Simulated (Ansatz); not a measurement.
# Cd: the cost of one run

Program: Ansatz 0.2.0. Level of theory: DFT PBE, scalar-relativistic, plane waves, PAW. These are calculated values, not measurements.

This is Cd in the fcc structure; at room conditions it is hcp.

**1. Starting point**

The structure is cubic, space group Fm-3m (No. 225). Conventional cell: a = 4.436 Å, b = 4.436 Å, c = 4.436 Å, α = 90.00°, β = 90.00°, γ = 90.00°. Around Cd (site symmetry m-3m) lie 12 Cd at 3.14 Å.

As a file:

```cif
data_structure
_symmetry_space_group_name_H-M 'P 1'
_symmetry_Int_Tables_number 1
_cell_length_a 3.1369
_cell_length_b 3.1369
_cell_length_c 3.1369
_cell_angle_alpha 60.000
_cell_angle_beta 60.000
_cell_angle_gamma 60.000
_cell_volume 21.83
loop_
_atom_site_label
_atom_site_type_symbol
_atom_site_fract_x
_atom_site_fract_y
_atom_site_fract_z
_atom_site_occupancy
Cd1 Cd 0.00000 0.00000 0.00000 1
```

The structure comes from the Materials Project (structure only).

**2. Reference: the cell as listed**

input.yaml reads:

```yaml
crystal:
  lattice:
    - [0.0, 2.21814975, 2.21814975]
    - [2.21814975, 0.0, 2.21814975]
    - [2.21814975, 2.21814975, 0.0]
  atoms:
    - { symbol: Cd, position: [0.0, 0.0, 0.0] }
basis:
  ecutwfc: 420
kpoints:
  mp_grid: { grid: [16, 16, 16] }
hamiltonian:
  xc: pbe
scf:
  occupations: { method: gaussian, width: 0.1 }
output:
  forces: true
  stress: true
  eigenvalues: true
  populations: true
```

**Question.** How long does this run take on 1 thread of an Arm CPU, shared host, and how much memory does it need?

About 2.3 s, with a peak of 0.3 GiB.
